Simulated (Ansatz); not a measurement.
Runs of Ansatz 0.2.0 on CoSi2. It takes space group Fm-3m (No. 225, cubic). The conventional cell has a = 5.356 Å, b = 5.356 Å, c = 5.356 Å, α = 90.00°, β = 90.00°, γ = 90.00°. Around Co (site symmetry m-3m) lie 8 Si at 2.32 Å. Si (site symmetry -43m) is surrounded by 4 Co at 2.32 Å. 

```csv
level,potentials or basis,cutoff (eV),V0 of scaled cells (Å³/atom),B0 (GPa)
LDA,Ansatz PAW,420,12.23,203
PBEsol,Ansatz PAW,420,(b),194
r2SCAN,Ansatz PAW,500,(a),196
PBE,Ansatz PAW soft_1,420,12.84,178
PBE,Ansatz PAW,420,12.84,178
```

Alike in all rows: task equation of state; spin collinear, ferromagnetic start; cell as given; k mesh 9 × 9 × 9; smearing fermi-dirac 0.05 eV.

Fill in the values left out.

(a) 12.52; (b) 12.50.

Caveats: the PAW data sets come from PBE, with cores solved anew for the run's functional, which leaves a small shift of forces and pressure (some runs); the magnetic or orbital state may not be the lowest (some runs).

Not every run made on this cell is shown here.
